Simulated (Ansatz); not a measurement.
**Ca under changes of volume**

One of the cells (47.122 Å³/atom); the others are scaled copies at fixed shape and fractional positions:

```
Ca
1.0
     0.00000    2.86681    2.86681
     2.86681    0.00000    2.86681
     2.86681    2.86681    0.00000
Ca
1
Direct
  0.00000 0.00000 0.00000
```

* Program: Ansatz 0.2.0
* Functional: r2SCAN
* Dispersion: rVV10
* Potentials or basis: Ansatz PAW
* Cutoff: 500 eV (not typed: the program's choice for these potentials)
* k mesh: 8 × 8 × 8
* Occupations: fermi-dirac, width 0.05 eV
* Spin: no spin polarisation

```csv
volume (Å³/atom),energy over the lowest point (meV/atom),pressure (GPa)
44.295,0.00,-0.6
45.237,4.60,-0.9
46.180,10.99,-1.2
47.122,19.00,-1.5
48.065,28.50,-1.7
49.007,39.35,-2.0
49.950,?,?
```

Question: What does the run at 49.950 Å³/atom give?

Answer: Energy over the lowest point 51.45 meV/atom; pressure -2.2 GPa.

Worked out: A Birch-Murnaghan fit of order 3 (a polynomial in V^(-2/3)) to the other rows has no minimum within the range. It gives 51.45 meV/atom at 49.950 Å³/atom, against the run's 51.45, and -dE/dV = -2.2 GPa, against -2.2.

Energies are extrapolated to zero smearing.

Caveats: the PAW data sets come from PBE, with cores solved anew for the run's functional, which leaves a small shift of forces and pressure.
